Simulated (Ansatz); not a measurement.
**Bismuth, A15 under RPBE: structure and ground-state energy**

The plan for bismuth in the A15 structure: relax it, then solve it on a dense k-mesh. Spin polarisation is left out. The k-meshes are 4×4×4 for the relaxation; 5×5×5 for the dense run.

Program: Ansatz 0.2.0. Level of theory: DFT RPBE, plane waves (420 eV) with PAW, scalar-relativistic; PBE-made PAW files. These are calculated values, not measurements.

## Step 1: The system as given

The structure is cubic, space group Pm-3n (No. 223). Conventional cell: a = 6.340 Å, b = 6.340 Å, c = 6.340 Å, α = 90.00°, β = 90.00°, γ = 90.00°. Bi (site symmetry m-3) is surrounded by 12 Bi at 3.54 Å. Around Bi (site symmetry -4m2) lie 6 Bi at 3.17 to 3.54 Å.

Coordinates:

```
CELL_PARAMETERS angstrom
6.33961 0.00000 0.00000
0.00000 6.33961 0.00000
0.00000 0.00000 6.33961
ATOMIC_POSITIONS crystal
Bi 0.00000 0.00000 0.00000
Bi 0.50000 0.50000 0.50000
Bi 0.25000 0.00000 0.50000
Bi 0.75000 0.00000 0.50000
Bi 0.50000 0.25000 0.00000
Bi 0.50000 0.75000 0.00000
Bi 0.00000 0.50000 0.25000
Bi 0.00000 0.50000 0.75000
```

## Step 2: Relaxation of the cell

input.yaml

```yaml
crystal:
  lattice:
    - [6.3396140996, 0.0, 0.0]
    - [0.0, 6.3396140996, 0.0]
    - [0.0, 0.0, 6.3396140996]
  atoms:
    - { symbol: Bi, position: [0.0, 0.0, 0.0] }
    - { symbol: Bi, position: [0.5, 0.5, 0.5] }
    - { symbol: Bi, position: [0.25, 0.0, 0.5] }
    - { symbol: Bi, position: [0.75, 0.0, 0.5] }
    - { symbol: Bi, position: [0.5, 0.25, 0.0] }
    - { symbol: Bi, position: [0.5, 0.75, 0.0] }
    - { symbol: Bi, position: [0.0, 0.5, 0.25] }
    - { symbol: Bi, position: [0.0, 0.5, 0.75] }
hamiltonian:
  xc: rpbe
  pseudopotentials:
    kind: paw
    azcp:
      Bi: "pseudopotentials/Bi.paw.azcp"
basis:
  ecutwfc: 420
  fft_grid_basis: typed
kpoints:
  mp_grid: { grid: [4, 4, 4], shift: [0, 0, 0] }
magnetization:
  spin_polarized: false
scf:
  occupations: { method: fermi_dirac, width: 0.1 }
relax:
  max_steps: 60
  f_tol: 0.01
  cell: {}
```

Run with:

```bash
> ansatz run input.yaml --threads 4 --pin off --max-ram 8192MiB --backend cpu --events-out ev --progress --plain --runs-dir out
```

Further steps of the session: Dense single point.

**Question.** What will these runs give? Wanted: space group; conventional cell; volume; shortest distance; gap on the mesh; relative to A7 rhombohedral.

The runs gave:

```
                      quantity                         value
space group (spins left aside)               Pm-3n (No. 223)
             conventional cell                   a = 6.444 Å
                        volume                33.452 Å³/atom
             shortest distance                       3.222 Å
               gap on the mesh  none (levels filled in part)
   relative to A7 rhombohedral                 +263 meV/atom
```

**Reading.** The relaxation enlarged the cell by 5.0 % in volume. Against the reference form of bismuth (A7 rhombohedral, computed apart with the same settings) it stands 263 meV/atom higher. No gap shows: it is a metal or semimetal at this level. Relaxation kept the symmetry; phonons were not checked.
